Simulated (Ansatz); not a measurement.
**Is this Al3As stable against decomposition?**

Computed with DFT PBE, scalar-relativistic, plane waves, PAW (Ansatz 0.2.0). Settings: cutoff 420 eV, Γ-centred meshes spaced at most about 0.3 Å⁻¹, and about 0.25 Å⁻¹ or finer for metals (2π included), Gaussian smearing. No spin polarisation.

Energies over the elements count from the elements' standard structures at the same level, with no fitted energy shifts.

Temperature and zero-point effects are left out. The reference form of As is held partly by dispersion forces, which this level lacks.

The competitors are the elements and 1 reference phase of this chemical system (from databases or known types: AlAs), relaxed at the same level; other known phases may be missing.

The candidate was reached from: Li3N type (P6/mmm).

```
Al As
1.0
     4.78658    0.00000    0.00000
    -2.39329    4.14530    0.00000
     0.00000    0.00000    4.99892
Al As
3 1
Direct
  0.00000 0.00000 0.50000
  0.33333 0.66667 0.00000
  0.66667 0.33333 0.00000
  0.00000 0.00000 0.00000
```

Q: Into what would it decompose?

A: Its formation energy is 0.610 eV/atom. The lowest competing mixture at this composition is this:

| phase | space group | source | share of atoms | ΔE_f (eV/atom) |
| --- | --- | --- | --- | --- |
| Al | - | element | 0.5000 | 0.000 |
| AlAs | F-43m (No. 216) | COD | 0.5000 | -0.487 |

The mixture lies at -0.243 eV/atom, and the candidate lies 0.85 eV/atom above it. The candidate matches no cell in the subsets of the Crystallography Open Database and the Materials Project at hand. A phase this far over the hull is unlikely to be made. It has the Li3N type.
